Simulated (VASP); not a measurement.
# CsI (Pm-3m) in VASP: a series of runs

Runs on CsI. Level: PBEsol. Tasks: single point, relaxation of cell and atoms.

Program: VASP 6.6.1. These are calculated values, not measurements. Logs are shortened: lines on timing, memory, paths and dates and some standing lists are left out, and cuts for length are marked.

## (1) The crystal as given

Symmetry: Pm-3m, No. 221, cubic system. The conventional cell has a = 4.503 Å, b = 4.503 Å, c = 4.503 Å, α = 90.00°, β = 90.00°, γ = 90.00°. Cs (site symmetry m-3m) is surrounded by 8 I at 3.90 Å. I (site symmetry m-3m) is surrounded by 8 Cs at 3.90 Å.

## (2) Single point, PBEsol

INCAR reads:

```
SYSTEM = CsI
ALGO     = Normal         ! electronic algorithm
EDIFF    = 1E-7           ! SCF threshold, eV
ENCUT    = 520            ! plane-wave cutoff, eV
GGA      = PS             ! functional
ISIF     = 2              ! what is computed and relaxed
ISMEAR   = 0              ! smearing method
LASPH    = .TRUE.         ! aspherical terms in the spheres
LCHARG   = .FALSE.        ! write CHGCAR
LREAL    = .FALSE.        ! projectors in reciprocal space
LWAVE    = .FALSE.        ! write WAVECAR
NBANDS   = 15             ! bands
NELM     = 80             ! most SCF steps
PREC     = Accurate       ! precision mode
SIGMA    = 0.02           ! smearing width, eV
```

KPOINTS reads:

```
k-points
0
G
  6 6 6
  0 0 0
```

POSCAR reads:

```
CsI
1.0
    4.5033237164      0.0000000000      0.0000000000
    0.0000000000      4.5033237164      0.0000000000
    0.0000000000      0.0000000000      4.5033237164
Cs I
1 1
Direct
    0.0000000000      0.0000000000      0.0000000000
    0.5000000000      0.5000000000      0.5000000000
```

Potentials or basis: VASP PAW PBE potentials, release 64 (Cs_sv, I).

The run is started by

```
$ cat potpaw_PBE.64/Cs_sv/POTCAR potpaw_PBE.64/I/POTCAR > POTCAR
$ mpirun -np 1 vasp_std > vasp.out
```

OUTCAR:

```text
SYSTEM = CsI
   EDIFF = 1E-7
   ENCUT = 520
   GGA = PS
   ISIF = 2
   ISMEAR = 0
   LASPH = .TRUE.
   LREAL = .FALSE.
   NELM = 80
   PREC = Accurate

 ion  position               nearest neighbor table
   1  0.000  0.000  0.000-
   2  0.500  0.500  0.500-

  LATTYP: Found a simple cubic cell.
 ALAT       =     4.5033237164

  Lattice vectors:

 A1 = (   4.5033237164,   0.0000000000,   0.0000000000)
 A2 = (   0.0000000000,   4.5033237164,   0.0000000000)
 A3 = (   0.0000000000,   0.0000000000,   4.5033237164)

Analysis of symmetry for initial positions (statically):
=====================================================================
 Subroutine PRICEL returns:
 Original cell was already a primitive cell.

 Routine SETGRP: Setting up the symmetry group for a
 simple cubic supercell.

 Subroutine GETGRP returns: Found 48 space group operations
 (whereof 48 operations were pure point group operations)
 out of a pool of 48 trial point group operations.

The static configuration has the point symmetry O_h .

Analysis of symmetry for dynamics (positions and initial velocities):
=====================================================================
 Subroutine PRICEL returns:
 Original cell was already a primitive cell.

 Routine SETGRP: Setting up the symmetry group for a
 simple cubic supercell.

 Subroutine GETGRP returns: Found 48 space group operations
 (whereof 48 operations were pure point group operations)
 out of a pool of 48 trial point group operations.

The dynamic configuration has the point symmetry O_h .

 Subroutine INISYM returns: Found 48 space group operations
 (whereof 48 operations are pure point group operations),
 and found     1 'primitive' translations

----------------------------------------------------------------------------------------

                                     Primitive cell

  volume of cell :      91.3271

  direct lattice vectors                    reciprocal lattice vectors
     4.503323716  0.000000000  0.000000000     0.222058209  0.000000000  0.000000000
     0.000000000  4.503323716  0.000000000     0.000000000  0.222058209  0.000000000
     0.000000000  0.000000000  4.503323716     0.000000000  0.000000000  0.222058209

  length of vectors
     4.503323716  4.503323716  4.503323716     0.222058209  0.222058209  0.222058209

  position of ions in fractional coordinates (direct lattice)
     0.000000000  0.000000000  0.000000000
     0.500000000  0.500000000  0.500000000

  ion indices of the primitive-cell ions
[... 81 lines left out ...]
   NELECT =      16.0000    total number of electrons
   NUPDOWN=      -1.0000    fix difference up-down
   EMIN   =  10.00;   EMAX   =-10.00  energy-range for DOS
   EFERMI =   0.00;   METHOD = LEGACY
   ISMEAR =     0;   SIGMA  =   0.02  broadening in eV -4-tet -1-fermi 0-gaus
   EFERMI_NEDOS =   21; number of points for ismear=-14 and -15
   IALGO  =     38    algorithm
   IMIX   =      4    mixing-type and parameters
     AMIX     =   0.40;   BMIX     =  1.00
     AMIX_MAG =   1.60;   BMIX_MAG =  1.00
  volume/ion in A,a.u.               =      45.66       308.15
  Fermi-wavevector in a.u.,A,eV,Ry     =   0.916041  1.731067 11.417076  0.839131
  Thomas-Fermi vector in A             =   2.040851
   LORBIT       =      0    0 simple, 1 ext, 2 COOP (PROOUT), +10 PAW based schemes
   GGA     = PS    functional components
   LHFCALC =     F    Hartree Fock is set to
   AEXX    =    0.0000 exact exchange contribution
   IVDW    =     0    specifies the selected vdW correction
   LEPSILON=     F    determine dielectric tensor
   LRPA    =     F    only Hartree local field effects (RPA)
 non-spin polarized calculation
 Gauss-broadening in eV      SIGMA  =   0.02
  energy-cutoff  :      520.00
  volume of cell :       91.33
 maximum number of plane-waves:      2517
 NGX is ok and might be reduce to    36
   NGX = 17   NGY = 17   NGZ = 17

 number of electron      15.9999999 magnetization

 Free energy of the ion-electron system (eV)
  ---------------------------------------------------
  ext. energy  EPLUGINS =         0.00000000
  ---------------------------------------------------
  free energy    TOTEN  =        -5.77447097 eV

  energy without entropy =       -5.77447097  energy(sigma->0) =       -5.77447097

 E-fermi :   1.1100     XC(G=0):  -8.1367

 val. band max:        0.9531352455   @ k =   0.5000   0.5000   0.0000
 cond. band min:       4.7928324323   @ k =   0.0000   0.0000   0.0000
 fundamental gap:      3.8396971868
 Fermi energy:         1.1100122599

 k-point     1 :       0.0000    0.0000    0.0000
  band No.  band energies     occupation
      1     -19.3590      2.00000
      2      -9.8087      2.00000
      3      -6.0363      2.00000
      4      -6.0363      2.00000
      5      -6.0363      2.00000
      6       0.8706      2.00000
      7       0.8706      2.00000
      8       0.8706      2.00000
      9       4.7928      0.00000
     10       4.9594      0.00000
     11       4.9594      0.00000
     12       8.7837      0.00000
     13       8.7837      0.00000
     14       8.7837      0.00000
[... 329 lines left out ...]
      2      -9.4981      2.00000
      3      -6.3257      2.00000
      4      -6.3257      2.00000
      5      -6.3257      2.00000
      6      -0.4937      2.00000
      7      -0.4937      2.00000
      8      -0.4937      2.00000
      9       8.1453      0.00000
     10       8.1453      0.00000
     11       8.1453      0.00000
     12       8.9656      0.00000
     13       8.9656      0.00000
     14       8.9656      0.00000
     15      11.0125      0.00000

------------------------ aborting loop because EDIFF is reached ----------------------------------------

  FORCE on cell =-STRESS in cart. coord.  units (eV):
  Direction    XX          YY          ZZ          XY          YZ          ZX
  --------------------------------------------------------------------------------------
  -------------------------------------------------------------------------------------
  Total        0.0453557      0.0453557      0.0453557      0.0000000     -0.0000000     -0.0000000
  in kB        0.7956885      0.7956885      0.7956885      0.0000000     -0.0000000     -0.0000000
  external PRESSURE =       0.7956885 kB  Pullay stress =       0.0000000 kB

 VOLUME and BASIS-vectors are now :
 -----------------------------------------------------------------------------
  energy-cutoff  :      520.00
  volume of cell :       91.33
      direct lattice vectors                 reciprocal lattice vectors
     4.503323716  0.000000000  0.000000000     0.222058209  0.000000000  0.000000000
     0.000000000  4.503323716  0.000000000     0.000000000  0.222058209  0.000000000
     0.000000000  0.000000000  4.503323716     0.000000000  0.000000000  0.222058209

 POSITION                                       TOTAL-FORCE (eV/Angst)
 -----------------------------------------------------------------------------------
      0.00000      0.00000      0.00000         0.000000      0.000000      0.000000
      2.25166      2.25166      2.25166         0.000000      0.000000      0.000000
 -----------------------------------------------------------------------------------
    total drift:                               -0.000000      0.000000      0.000000

  FREE ENERGIE OF THE ION-ELECTRON SYSTEM (eV)
  ---------------------------------------------------
  free  energy   TOTEN  =        -5.7744709663 eV

  energy  without entropy=       -5.7744709663  energy(sigma->0) =       -5.77447097
```

OSZICAR:

```text
N       E                     dE             d eps       ncg     rms          rms(c)
DAV:   1     0.875147803096E+02    0.87515E+02   -0.61994E+03   600   0.884E+02
DAV:   2     0.220249045670E+01   -0.85312E+02   -0.78345E+02   844   0.139E+02
DAV:   3    -0.579178266183E+01   -0.79943E+01   -0.79675E+01   817   0.475E+01
DAV:   4    -0.590295584494E+01   -0.11117E+00   -0.11116E+00   753   0.675E+00
DAV:   5    -0.590402091091E+01   -0.10651E-02   -0.10651E-02   803   0.640E-01    0.141E+00
DAV:   6    -0.579576529949E+01    0.10826E+00   -0.81164E-02   740   0.149E+00    0.941E-01
DAV:   7    -0.577237222580E+01    0.23393E-01   -0.79626E-02   705   0.141E+00    0.500E-01
DAV:   8    -0.577467008197E+01   -0.22979E-02   -0.10531E-02   677   0.539E-01    0.868E-02
DAV:   9    -0.577443057297E+01    0.23951E-03   -0.51939E-04   817   0.126E-01    0.443E-02
DAV:  10    -0.577447588710E+01   -0.45314E-04   -0.18171E-04   656   0.656E-02    0.346E-02
DAV:  11    -0.577447053505E+01    0.53521E-05   -0.24239E-05   768   0.220E-02    0.122E-02
DAV:  12    -0.577447090570E+01   -0.37064E-06   -0.29099E-06   677   0.107E-02    0.166E-03
DAV:  13    -0.577447096629E+01   -0.60593E-07   -0.23991E-07   780   0.260E-03
   1 F= -.57744710E+01 E0= -.57744710E+01  d E =-.298348E-30
```

Run time: 36 s. Hardware: 1 thread of AMD EPYC 7R43 (Zen 3), shared host; peak memory 0.18 GiB.

Results:

| Quantity | Value |
| --- | --- |
| Free energy | -5.7745 eV |
| Pressure | 0.1 GPa |
| Band gap on the k mesh | 3.84 eV, indirect (least direct gap 3.92 eV) |

Caveat: the PAW data sets were made with another functional, which shifts forces and pressure a little; spin-orbit coupling is left out, which moves the levels of the heavy elements. As with any semilocal functional, this PBEsol gap is likely too small.

## (3) Relaxation of cell and atoms, PBEsol

This run uses another cell than the first one, of 47.62 Å³/atom, 1.043 times its volume.

INCAR reads:

```
SYSTEM = CsI
PREC = Accurate
ENCUT = 600
EDIFF = 1E-6
ISMEAR = 0
SIGMA = 0.02
LREAL = .FALSE.
LASPH = .TRUE.
NELM = 80
ALGO = Normal
ISIF = 3
LWAVE = .FALSE.
LCHARG = .FALSE.
GGA = PS
IBRION = 2
NSW = 100
EDIFFG = -0.005
```

KPOINTS reads:

```
regular mesh
0
G
  6 6 6
  0 0 0
```

POSCAR reads:

```
CsI
1.0
    4.5667000000      0.0000000000      0.0000000000
    0.0000000000      4.5667000000      0.0000000000
    0.0000000000      0.0000000000      4.5667000000
Cs I
1 1
Direct
    0.0000000000      0.0000000000      0.0000000000
    0.5000000000      0.5000000000      0.5000000000
```

Potentials or basis: VASP PAW PBE potentials, release 64 (Cs_sv, I).

The run is started by

```
$ cat potpaw_PBE.64/Cs_sv/POTCAR potpaw_PBE.64/I/POTCAR > POTCAR
$ mpirun -np 1 vasp_std > vasp.out
```

Wall time 72 s (1 thread of AMD EPYC 7R43 (Zen 3), shared host); peak memory 0.19 GiB.

It converged, with:

| Item | Value |
| --- | --- |
| Free energy | -5.7749 eV |
| Relaxed volume | 45.97 Å³/atom |
| Relaxed cell | a = 4.513 Å, b = 4.513 Å, c = 4.513 Å, α = 90.00°, β = 90.00°, γ = 90.00° |
| Space group after relaxing (to 0.05 Å) | Pm-3m (No. 221) |
| Energy gained by relaxing | 2.2 meV/atom |
| Ionic steps | 4 |
| Pressure after relaxing | 0.0 GPa |
| Band gap on the k mesh | 3.82 eV, indirect (least direct gap 3.90 eV) |

The path:
```
step  energy change (eV)  largest force (eV/Å)  pressure (GPa)  volume (Å³)
   1              0.0000                0.0000           -0.41        95.24
   2             -0.0033                0.0000           -0.22        93.56
   3             -0.0044                0.0000           -0.02        92.12
   4             -0.0044                0.0000           -0.02        91.94
```

Final structure:
```yaml
crystal:
  lattice:
    - [4.51335, 0.00000, 0.00000]
    - [0.00000, 4.51335, 0.00000]
    - [0.00000, 0.00000, 4.51335]
  atoms:
    - { symbol: Cs, position: [0.00000, 0.00000, 0.00000] }
    - { symbol: I, position: [0.50000, 0.50000, 0.50000] }
```

Levels at points of the mesh, in eV from the valence-band top:
```csv
k point,band 4,band 5,band 6,band 7,band 8,band 9,band 10,band 11,band 12
"(0.00, 0.00, 0.00)",-7.00,-7.00,-0.08,-0.08,-0.08,3.82,4.02,4.02,7.82
"(0.50, 0.00, 0.00)",-6.92,-6.92,-1.69,-0.27,-0.27,5.09,6.49,6.68,6.80
"(0.50, 0.50, 0.00)",-7.42,-6.87,-0.90,-0.90,0.00,4.12,4.83,6.04,6.04
"(0.50, 0.50, 0.50)",-7.28,-7.28,-1.43,-1.43,-1.43,7.17,7.17,7.17,7.98
```

Caveat: the PAW data sets were made with another functional, which shifts forces and pressure a little; spin-orbit coupling is left out, which moves the levels of the heavy elements. PBEsol gaps usually lie below the measured ones, often by a third to a half.
